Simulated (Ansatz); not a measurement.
Runs of Ansatz 0.2.0 on Bi2TeSe2 (Skippenite). The structure is trigonal, space group R-3m (No. 166). The conventional cell has a = 4.183 Å, b = 4.183 Å, c = 29.137 Å, α = 90.00°, β = 90.00°, γ = 120.00°. Bi (site symmetry 3m) is surrounded by 3 Se at 2.93 Å and 3 Te at 3.06 Å. Around Te (site symmetry -3m) lie 6 Bi at 3.06 Å. Se (site symmetry 3m) has 3 Bi at 2.93 Å as nearest neighbours. 

```tsv
task	level	cell	cutoff (eV)	points for each segment of the path	gap on the mesh (eV)	pressure (GPa)	relaxed volume (Å³/atom)	largest force (eV/Å)
band structure	PBEsol	as given	420	14	0.43	1.9	-	(a)
relaxation of cell and atoms	LDA	relaxed	420	-	0.41	0.0	28.86	-
relaxation of cell and atoms	r2SCAN	relaxed	500	-	1.15	0.0	32.04	-
band structure	LDA	as given	420	14	0.39	0.4	-	1.78
relaxation of cell and atoms	PBEsol	relaxed	420	-	(b)	0.0	29.83	-
```

Alike in all rows: potentials or basis Ansatz PAW; no spin polarisation; k mesh 7 × 7 × 7; smearing fermi-dirac 0.05 eV.

**Question.** Estimate the missing entries.

**Answer.** (a) 1.79; (b) 0.50.

Caveats: spin-orbit coupling is left out, which as a rule narrows the gap of such compounds by several tenths of an eV; the PAW data sets come from PBE, with cores solved anew for the run's functional, which leaves a small shift of forces and pressure; odd divisions of the mesh miss points on the zone boundary, where band edges often lie, so the gap on the mesh can be too wide (some runs); the plane-wave basis is chosen anew once the cell has moved, so the energies of steps on either side of that aren't comparable (some runs); forces of over 1 eV/Å show positions far from the minimum, so gaps and moduli don't describe the material at rest (some runs).

A k mesh can miss the band edges, and the runs leave out spin-orbit coupling on Bi, Se, Te.

Runs at the PBE level aren't shown here.
